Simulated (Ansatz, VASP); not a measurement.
## One calculation of Se, two programs

INCAR

```
SYSTEM = Se
PREC = Accurate ; ENCUT = 520
EDIFF = 1E-7 ; ISMEAR = -1
SIGMA = 0.08 ; LREAL = .False.
LASPH = .True. ; NELM = 60
ALGO = Normal ; ISIF = 2
LWAVE = .False. ; LCHARG = .False.
GGA = PE ; NBANDS = 9
```

KPOINTS

```
regular mesh
0
Gamma
  15 15 15
  0 0 0
```

File POSCAR:

```
Se
1.0
    2.4877692454      0.0000000000      0.0000000000
    0.0000000000      2.4877692454      0.0000000000
    0.0000000000      0.0000000000      2.4877692454
Se
1
Direct
    0.0000000000      0.0000000000      0.0000000000
```

Input for Ansatz:

```yaml
crystal:
  lattice:
    - [2.4877692454, 0.0, 0.0]
    - [0.0, 2.4877692454, 0.0]
    - [0.0, 0.0, 2.4877692454]
  atoms:
    - { symbol: Se, position: [0.0, 0.0, 0.0] }
kpoints:
  mp_grid: { grid: [15, 15, 15] }
scf:
  occupations: { method: fermi_dirac, width: 0.08 }
hamiltonian:
  xc: pbe
  pseudopotentials: { kind: all_electron, lapw: { basis_error: 0.001 } }
output:
  forces: true
  stress: true
  eigenvalues: true
  populations: true
```

Change from the starting cell: volume scaled by 0.68, LAPW.

Alike in both runs: task single point; functional PBE; k mesh 15 × 15 × 15; occupations fermi-dirac, width 0.08 eV; no spin polarisation.

```csv
,VASP,Ansatz
version,VASP 6.6.1,Ansatz 0.2.0
potentials or method,"VASP PAW PBE potentials, release 64 (Se)","all-electron LAPW, scalar-relativistic"
plane-wave cutoff (eV),520,see its input
```

```tsv
	VASP	Ansatz	Ansatz less VASP
pressure (GPa)	64.6	63.9	-0.66
```

Ansatz ran all-electron here, so the differences hold the error of VASP's frozen core and of both bases.

Caveats: the cell as given lies far from equilibrium; so large a pressure means that the cell lies far from this level's equilibrium, or that cutoff or potentials fall short (VASP).
